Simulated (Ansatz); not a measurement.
# Crystals of one type (Fm-3m): Band gap and volume per atom of the cell

All results are calculated (Ansatz 0.2.0). Band levels at named k points at fixed atoms, from the valence top (v1 top filled band, c1 lowest empty), gap the least over mesh and points, non-magnetic plane waves.

Settings of every row: periodic directions 3; functional HSE06; spin orbit no; smearing width 0 eV; wave cutoff 420 eV.

Limits: no spin-orbit coupling, which shifts gaps with heavier elements (BaO, PbS, PbSe, TePb); cells and atoms come from relaxations with r2SCAN.

Limits of some rows: the entry's cell lengths or inner coordinates differ somewhat from later room-temperature determinations (SrO).

Each row is one crystal in space group Fm-3m (No. 225) with 2 atoms in the cell and the same ratio of atoms; x is the volume per atom of the cell, y the band gap.

```
row  formula  k mesh  volume per atom of the cell (Å³)  band gap (eV)
  1      MgO   6x6x6                              9.29          6.542
  2      CaO   6x6x6                             13.78          5.312
  3      SrO   6x6x6                             17.17              ?
  4      BaO   4x4x4                             21.30          3.320
  5      PbS   4x4x4                             26.66          0.884
  6     PbSe   4x4x4                             29.47          0.797
  7     TePb   4x4x4                             34.90          1.202
```

Question: what band gap should SrO (row 3) have?

Worked estimate. Try a straight line. The means are 22.567 and 3.0095; the sums about them are S_xx = 471.6 and S_xy = -113.8, so the slope is -0.241, and the standard deviation about the line is 0.880 eV. Row 3 has x = 17.17, so y = 3.0095 − 0.241 × (17.17 − 22.567) = 4.310 eV.

The calculation gave 4.794 eV. The line lies 0.484 eV too low, within two standard deviations. The line sums up these rows, a set chosen because a line describes it; it is no law, within this structure type or beyond it.
